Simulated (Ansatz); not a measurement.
# Bi (C2/m) in Ansatz: a series of runs

The runs below take Bi through band structure, with PBE.

Program: Ansatz 0.2.0. These are calculated values, not measurements. Logs are shortened: lines on timing, memory, paths and dates and some standing lists are left out, and cuts for length are marked.

## (1) The cell of the first run

Symmetry: C2/m, No. 12, monoclinic system. Conventional cell: a = 6.977 Å, b = 6.265 Å, c = 3.359 Å, α = 90.00°, β = 112.04°, γ = 90.00°. Bi (site symmetry m) has 6 Bi at 3.21 to 3.45 Å as nearest neighbours.

This isn't the form of Bi at room conditions, which is rhombohedral.

## (2) Band structure, PBE (strain_z_fixed_volume = 0)

Input file input.yaml:

```yaml
crystal:
  lattice:
    - [3.488598, -3.132578, 0.0]
    - [3.488598, 3.132578, 0.0]
    - [-1.260235, 0.0, 3.11355]
  atoms:
    - { symbol: Bi, position: [0.753061, 0.753061, 0.857382] }
    - { symbol: Bi, position: [0.246939, 0.246939, 0.142618] }
kpoints:
  mp_grid: { grid: [6, 6, 9] }
  band_path:
    path:
      - [0.0, 0.0, 0.0]
      - [-0.5600545268, -0.5600545268, -0.387994671]
      - [-0.2923401794, -0.2923401794, -0.5750158585]
      - [-0.8277688743, -0.8277688743, 0.7990265165]
      - [0.0, 0.0, 0.5]
      - [-0.5, 0.5, 0.5]
      - [-0.7076598206, 0.2923401794, 0.5750158585]
    npoints: 8
scf:
  occupations: { method: fermi_dirac, width: 0.05 }
hamiltonian:
  xc: pbe
  pseudopotentials: { kind: all_electron, lapw: { basis_error: 0.001 } }
output:
  forces: true
  stress: true
  eigenvalues: true
```

Potentials or basis: all-electron LAPW, scalar-relativistic.

On the command line:

```sh
ansatz run input.yaml --threads 1 --pin off --max-ram 3072MiB --backend cpu --events-out ev --progress --plain --runs-dir out
```

The log of the run:

```text
Warning: RAYON_NUM_THREADS=1 ignored (pool sized by the plan → 1); use --threads N
LAPW: plane waves up to 7.059 Å⁻¹, error target 1.0e-3 eV per atom; small_component_spin mean_spin; Bi in spheres of 1.606 Å, 37 of its electrons in bands, Dirac shells [] (how accurate: hamiltonian.pseudopotentials.lapw.basis_error, Limitations)
Engine: ansatz 0.2.0, x86_64-unknown-linux-gnu
Pseudopotentials: kind: all_electron
Pseudopotential: Bi, LAPW, valence charge 37, lapw/all_electron/scalar/gaussian/Bi, Koelling and Harmon's equation, gaussian nucleus
Functional definition: PBE
  parameter kappa = 0.804
  parameter beta = 0.06672455060314922
  exchange = pbe_x(kappa = kappa, mu = beta*pi^2/3)
  correlation = pbe_c(beta = beta)
Crystal: 2 atoms, lattice volume = 68.052 Å³
Basis set: ecut = 189.8616601097155 eV, 401 PW (Γ), exchange–correlation at level 2
Bands: 45, of which v1, the nominal top of the filled ones, is band 37 counted from 1 (36 counted from 0)
Symmetry: 4 space group operations
Space group: C2/m (ITA 12), of the structure as read, at distance tolerance 4.1e-5 Å
k-points: 97 of 324
Non-local potential: Bi, projectors of the file, none
Initial density: superposition of atomic densities (chi_scale 0.1, normalization cell)
Initial wavefunctions: plane waves of lowest kinetic energy (no species holds an atomic orbital)
Functional: x = pbe(κ = 0.804, μ = 0.2195149727645171), c = pbe(β = 0.06672455060314922)
iter 1 solved again at ethr=3.18e-5 eV; its pass at ethr=1.00e-1 eV (dr2=2.35e-2 eV) is discarded
SCF iter   1: F=—  HF=-1171411.871492 eV  |F-HF|=—  |Δ(HF+E_count)|=         —  Δρ=6.68e-3  dr2=2.36e-2  ethr=3.18e-5  ⟨swp⟩=3.1  Hψ=27581  notcnv=0
preconditioner: auto → LDOS  [metal: Δε(μ)=0.057 eV  Ē_g=23.026 eV  σ=0.050 eV  W_gap=0.27  n_scr=20 (ndim 8)  ℏωp=24.7 eV  f_vac=0.107  D(μ)=0.98/eV (n_scr^D=4)  β→1.0]
iter 2 solved again at ethr=7.85e-7 eV; its pass at ethr=3.18e-5 eV (dr2=5.81e-4 eV) is discarded
SCF iter   2: F=—  HF=-1171411.874638 eV  |F-HF|=—  |Δ(HF+E_count)|=   3.15e-3  Δρ=1.01e-3  dr2=5.82e-4  ethr=7.85e-7  ⟨swp⟩=2.0  Hψ=21842  notcnv=0
SCF iter   3: F=—  HF=-1171411.872435 eV  |F-HF|=—  |Δ(HF+E_count)|=   2.20e-3  Δρ=4.18e-4  dr2=9.33e-5  ethr=7.85e-7  ⟨swp⟩=3.0  Hψ=13317  notcnv=0
SCF iter   4: F=—  HF=-1171411.870958 eV  |F-HF|=—  |Δ(HF+E_count)|=   1.48e-3  Δρ=1.61e-4  dr2=1.65e-5  ethr=1.26e-7  ⟨swp⟩=3.0  Hψ=12986  notcnv=0
SCF iter   5: F=—  HF=-1171411.870768 eV  |F-HF|=—  |Δ(HF+E_count)|=   1.90e-4  Δρ=4.86e-5  dr2=1.45e-6  ethr=2.24e-8  ⟨swp⟩=3.0  Hψ=13050  notcnv=0
SCF iter   6: F=—  HF=-1171411.870758 eV  |F-HF|=—  |Δ(HF+E_count)|=   1.01e-5  Δρ=6.82e-6  dr2=2.16e-8  ethr=1.96e-9  ⟨swp⟩=3.0  Hψ=13079  notcnv=0
SCF iter   7: F=-1171411.870758 eV  HF=-1171411.870758 eV  |F-HF|=6.75e-9  |Δ(HF+E_count)|=   1.45e-7  Δρ=2.02e-6  dr2=6.09e-9  ethr=2.92e-11  ⟨swp⟩=3.0  Hψ=13243  notcnv=0
SCF 1 converged in 7 iterations: F = -1171411.870758 eV  dr2 = 6.09e-9
NSCF: frozen V_eff on 49 k-points
SCF converged after 7 iterations
Free energy (F): -1171411.870758 eV
Harris-Foulkes:  -1171411.870758 eV  (|F-HF|=6.75e-9)
Internal energy: -1171411.862588 eV  (E = F + TS)
E sigma→0 (E₀):  -1171411.866673 eV
Entropy (-TS):   -0.008169 eV (-4.085 meV/atom)
Fermi energy:    14.036989 eV
--- Per-component energies (eV) ---
  E_band       = -5335.908888
  E_kinetic    = 1356068.445299
  E_xc         = -21610.905795
  E_electrostatic = -2505869.402092  (all electrons and nuclei)
  E_smearing   = -0.008169  (= −TS)
  E_closure    = 0.000000  (closes the sum)
  E_atoms      = -1171404.213804  (free atoms, spherical and without spin; not in F)
  Σ components = -1171411.870758   (vs F -1171411.870758, Δ=0.00e0)
  Basis errors (estimates in eV, not in F): energy 3.4e-4 per atom: plane waves 3.2e-4 (1.7e-4 summed), levels above the bands 1.1e-85, relativity 5.3e-8, radial functions 1.3e-5, core shells 7.9e-9; eigenvalues (radial functions only) 1.4e-6; not estimated: angular momenta, meshes, grids; target (lapw.basis_error) 1.0e-3; muffin-tin radii Bi 1.606 Å
--- Forces (eV/Å), atoms counted from 1 ---
  atom   1  Bi     0.03963811     0.00000000     0.01410671
  atom   2  Bi    -0.03963811    -0.00000000    -0.01410671
  max |Σ_I F_I| component: 0.00e0 eV/Å
--- Stress (GPa, compression-positive) ---
        0.047861       0.000000      -0.251864
        0.000000      -0.649580      -0.000000
       -0.251864      -0.000000       0.755168
  P = ⅓ Tr σ = 0.0511 GPa (0.511 kbar)
--- Band table (eV; the first three rows and the last of 97) ---
  k-point 0: bands = ["-139.1470", "-139.1469", "-134.2800", "-134.2800", "-134.2800", "-134.2800", "-134.2757", "-134.2757", "-134.2754", "-134.2754", "-134.2725", "-134.2725", "-134.2719", "-134.2719", "-134.2709", "-134.2709", "-77.4060", "-77.4060", "-77.4059", "-77.4037", "-77.3897", "-77.3875", "-8.9401", "-8.9088", "-8.8649", "-8.8425", "-8.7589", "-8.7356", "-8.7202", "-8.7100", "-8.6799", "-8.5911", "0.9545", "4.8844", "10.9710", "11.2503", "16.8122", "17.0993", "17.7682", "18.1453", "18.3077", "20.7793", "22.2614", "22.7532", "23.3394"]
  k-point 1: bands = ["-139.1470", "-139.1469", "-134.2800", "-134.2800", "-134.2800", "-134.2800", "-134.2757", "-134.2757", "-134.2754", "-134.2754", "-134.2725", "-134.2725", "-134.2719", "-134.2719", "-134.2709", "-134.2709", "-77.4062", "-77.4061", "-77.4060", "-77.4037", "-77.3896", "-77.3875", "-8.9345", "-8.8865", "-8.8386", "-8.8384", "-8.7659", "-8.7433", "-8.7293", "-8.7176", "-8.6818", "-8.5952", "1.1268", "4.9331", "11.0840", "11.5164", "15.9883", "16.9938", "17.0242", "17.2511", "17.7857", "21.4498", "22.3956", "22.4784", "23.1454"]
  k-point 2: bands = ["-139.1470", "-139.1469", "-134.2800", "-134.2800", "-134.2800", "-134.2800", "-134.2757", "-134.2757", "-134.2754", "-134.2754", "-134.2725", "-134.2725", "-134.2719", "-134.2719", "-134.2709", "-134.2709", "-77.4067", "-77.4066", "-77.4059", "-77.4037", "-77.3895", "-77.3876", "-8.9198", "-8.8315", "-8.8277", "-8.7832", "-8.7789", "-8.7590", "-8.7524", "-8.7313", "-8.6871", "-8.6067", "1.6289", "5.0646", "11.4106", "12.2126", "13.4915", "15.0725", "16.5648", "17.2298", "17.9915", "21.2675", "21.3549", "22.7250", "23.6063"]
  k-point 96: bands = ["-139.1469", "-139.1469", "-134.2800", "-134.2800", "-134.2800", "-134.2800", "-134.2757", "-134.2757", "-134.2754", "-134.2754", "-134.2725", "-134.2725", "-134.2719", "-134.2719", "-134.2709", "-134.2709", "-77.4077", "-77.4075", "-77.4059", "-77.4036", "-77.3893", "-77.3877", "-8.8549", "-8.8237", "-8.8092", "-8.7999", "-8.7932", "-8.7622", "-8.7285", "-8.7160", "-8.6478", "-8.6358", "3.8150", "4.6380", "10.3122", "11.4733", "11.6263", "13.2403", "15.4138", "16.0686", "20.2758", "22.3596", "22.4354", "23.2828", "24.7220"]
```

Wall time 1.7 min (1 thread of AMD EPYC, shared host); peak memory 0.52 GiB.

What came out:

| Quantity | Value |
| --- | --- |
| Free energy | -1171411.8708 eV |
| Pressure | 0.1 GPa |
| Largest force | 0.042 eV/Å |
| Band gap along the path | none (metal or under the smearing width) |

Forces in eV/Å, atoms in the order of the input:
```
Bi   0.040  0.000  0.014
Bi  -0.040  0.000 -0.014
```

Levels at the corners of the path, in eV from the Fermi level:
| point | band 34 | band 35 | band 36 | band 37 | band 38 | band 39 | band 40 | band 41 | band 42 | band 43 |
| --- | --- | --- | --- | --- | --- | --- | --- | --- | --- | --- |
| Γ | -9.15 | -3.07 | -2.79 | 2.78 | 3.06 | 3.73 | 4.11 | 4.27 | 6.74 | 8.22 |
| Y | -9.40 | -3.24 | -2.63 | -2.12 | -0.64 | 1.75 | 1.76 | 5.85 | 7.73 | 8.62 |
| F | -8.62 | -3.24 | -2.33 | -1.94 | -1.31 | 1.46 | 2.42 | 5.03 | 5.68 | 8.16 |
| H | -9.04 | -2.79 | -1.90 | 0.61 | 1.03 | 2.13 | 3.34 | 3.72 | 6.20 | 7.22 |
| Z | -8.97 | -3.93 | -2.47 | -1.61 | 1.17 | 1.48 | 1.55 | 6.12 | 6.78 | 7.35 |
| I | -9.33 | -3.78 | -2.83 | -2.24 | -0.45 | 1.14 | 1.66 | 6.13 | 8.26 | 8.44 |
| F1 | -8.62 | -3.24 | -2.33 | -1.94 | -1.31 | 1.46 | 2.42 | 5.03 | 5.68 | 8.16 |

Caveat: spin-orbit coupling is left out, which moves the levels of the heavy elements.

## (3) Band structure, PBE, 34.03 Å³/atom (strain_z_fixed_volume = -0.04)

Input file input.yaml:

```yaml
crystal:
  lattice:
    - [3.560535424, -3.1971740331, 0.0]
    - [3.560535424, 3.1971740331, 0.0]
    - [-1.2862219608, 0.0, 2.989008]
  atoms:
    - { symbol: Bi, position: [0.753061, 0.753061, 0.857382] }
    - { symbol: Bi, position: [0.246939, 0.246939, 0.142618] }
kpoints:
  mp_grid: { grid: [6, 6, 9] }
  band_path:
    path:
      - [0.0, 0.0, 0.0]
      - [-0.5600545268, -0.5600545268, -0.387994671]
      - [-0.2574621745, -0.2574621745, -0.5876153276]
      - [-0.8626468791, -0.8626468791, 0.8116259855]
      - [0.0, 0.0, 0.5]
      - [-0.5, 0.5, 0.5]
      - [-0.7425378255, 0.2574621745, 0.5876153276]
    npoints: 8
scf:
  occupations: { method: fermi_dirac, width: 0.05 }
hamiltonian:
  xc: pbe
  pseudopotentials: { kind: all_electron, lapw: { basis_error: 0.001 } }
output:
  forces: true
  stress: true
  eigenvalues: true
```

Potentials or basis: all-electron LAPW, scalar-relativistic.

On the command line:

```sh
ansatz run input.yaml --threads 1 --pin off --max-ram 3072MiB --backend cpu --events-out ev --progress --plain --runs-dir out
```

It took 2 min on 1 thread of AMD EPYC, shared host; peak memory 0.5 GiB.

The run converged. Its results:

* Free energy: -1171411.8253 eV
* Pressure: 0.3 GPa
* Largest force: 0.036 eV/Å
* Band gap along the path: none (metal or under the smearing width)

Caveat: spin-orbit coupling is left out, which moves the levels of the heavy elements.

## (4) Band structure, PBE, 34.03 Å³/atom (strain_z_fixed_volume = -0.02)

Input file input.yaml:

```yaml
crystal:
  lattice:
    - [3.5240161466, -3.1643816377, 0.0]
    - [3.5240161466, 3.1643816377, 0.0]
    - [-1.273029592, 0.0, 3.051279]
  atoms:
    - { symbol: Bi, position: [0.753061, 0.753061, 0.857382] }
    - { symbol: Bi, position: [0.246939, 0.246939, 0.142618] }
kpoints:
  mp_grid: { grid: [6, 6, 9] }
  band_path:
    path:
      - [0.0, 0.0, 0.0]
      - [-0.5600545268, -0.5600545268, -0.387994671]
      - [-0.275612726, -0.275612726, -0.5810585502]
      - [-0.8444963277, -0.8444963277, 0.8050692082]
      - [0.0, 0.0, 0.5]
      - [-0.5, 0.5, 0.5]
      - [-0.724387274, 0.275612726, 0.5810585502]
    npoints: 8
scf:
  occupations: { method: fermi_dirac, width: 0.05 }
hamiltonian:
  xc: pbe
  pseudopotentials: { kind: all_electron, lapw: { basis_error: 0.001 } }
output:
  forces: true
  stress: true
  eigenvalues: true
```

On the command line:

```sh
ansatz run input.yaml --threads 1 --pin off --max-ram 3072MiB --backend cpu --events-out ev --progress --plain --runs-dir out
```

Run time: 2.3 min. Hardware: 1 thread of AMD EPYC, shared host; peak memory 0.48 GiB.

It converged, with:

```yaml
Free_energy: -1171411.8548 eV
Pressure: 0.1 GPa
Largest_force: 0.050 eV/Å
Band_gap_along_the_path: none (metal or under the smearing width)
```

Caveat: spin-orbit coupling is left out, which moves the levels of the heavy elements.
